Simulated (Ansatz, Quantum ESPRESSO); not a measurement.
This is a calculation of Ti3Al for Ansatz 0.2.0. The cell comes from a database or a generator and needn't be the stable form of this composition.

File input.yaml:

```yaml
crystal:
  lattice:
    - [2.9275422229, 0.0, 0.0]
    - [-1.4637711114, 2.5353259357, 0.0]
    - [0.0, 0.0, 9.226362]
  atoms:
    - { symbol: Ti, position: [0.3333333333, 0.6666666667, 0.249406] }
    - { symbol: Ti, position: [0.3333333333, 0.6666666667, 0.750594] }
    - { symbol: Ti, position: [0.6666666667, 0.3333333333, 0.0] }
    - { symbol: Al, position: [0.6666666667, 0.3333333333, 0.5] }
kpoints:
  mp_grid: { grid: [10, 10, 3] }
scf:
  occupations: { method: fermi_dirac, width: 0.05 }
hamiltonian:
  xc: pbesol
  pseudopotentials: { kind: all_electron, lapw: { basis_error: 0.001 } }
output:
  forces: true
  stress: true
  eigenvalues: true
  populations: true
```

Potentials or basis: all-electron LAPW, scalar-relativistic.

The run is started by

```bash
$ ansatz run input.yaml --threads 2 --pin off --max-ram 8192MiB --backend cpu --events-out ev --progress --plain --runs-dir out
```

**Question.** Translate it to Quantum ESPRESSO 7.5. Potentials or basis there: GBRV 1.5 PBEsol, cutoff 612 eV.

**Answer.** As run (cutoffs and basis follow the program's own potentials, and thresholds, step limits or extra output files can differ):

File pw.in:

```
&CONTROL
  calculation = 'scf'
  prefix = 'pwscf'
  outdir = './tmp'
  pseudo_dir = './pseudo'
  tprnfor = .true.
  tstress = .true.
  disk_io = 'low'
/
&SYSTEM
  ibrav = 0
  celldm(1) = 8
  nat = 4
  ntyp = 2
  ecutwfc = 45
  ecutrho = 360
  nbnd = 28
  occupations = 'smearing'
  smearing = 'fd'
  degauss = 0.00367493
/
&ELECTRONS
  conv_thr = 8d-10
  electron_maxstep = 120
  mixing_beta = 0.5
/
ATOMIC_SPECIES
Ti    47.8670 ti_pbesol_v1.4.uspp.F.UPF
Al    26.9815 al_pbesol_v1.uspp.F.UPF
CELL_PARAMETERS alat
  0.6915316274449   0.0000000000000   0.0000000000000
 -0.3457658137106   0.5988839568917   0.0000000000000
  0.0000000000000   0.0000000000000   2.1794121633318
ATOMIC_POSITIONS crystal
Ti     0.3333333333    0.6666666667    0.2494060000
Ti     0.3333333333    0.6666666667    0.7505940000
Ti     0.6666666667    0.3333333333    0.0000000000
Al     0.6666666667    0.3333333333    0.5000000000
K_POINTS automatic
10 10 3 0 0 0
```

Contents of pp_density.in:

```
&INPUTPP
  prefix = 'pwscf'
  outdir = './tmp'
  filplot = 'density.dat'
  plot_num = 0
/
&PLOT
  nfile = 1
  filepp(1) = 'density.dat'
  iflag = 3
  output_format = 6
  fileout = 'density.cube'
/
```

The input pp_potential.in:

```
&INPUTPP
  prefix = 'pwscf'
  outdir = './tmp'
  filplot = 'potential.dat'
  plot_num = 11
/
&PLOT
  nfile = 1
  filepp(1) = 'potential.dat'
  iflag = 3
  output_format = 6
  fileout = 'potential.cube'
/
```

Potentials or basis: GBRV 1.5 PBEsol.

Command:

```console
$ OMP_NUM_THREADS=1 mpirun -n 2 pw.x -nk 2 -in pw.in > pw.out
$ OMP_NUM_THREADS=1 mpirun -n 1 pp.x -in pp_density.in > pp_density.out
$ OMP_NUM_THREADS=1 mpirun -n 1 pp.x -in pp_potential.in > pp_potential.out
```

Both were run:

|  | Ansatz | Quantum ESPRESSO |
| --- | --- | --- |
| Pressure | -3.4 GPa | -3.5 GPa |
| Largest force | 0.080 eV/Å | 0.079 eV/Å |

Where Ansatz's input types no cutoff or centring, it takes its own default and a Γ-centred mesh.

Pressure is positive in compression.
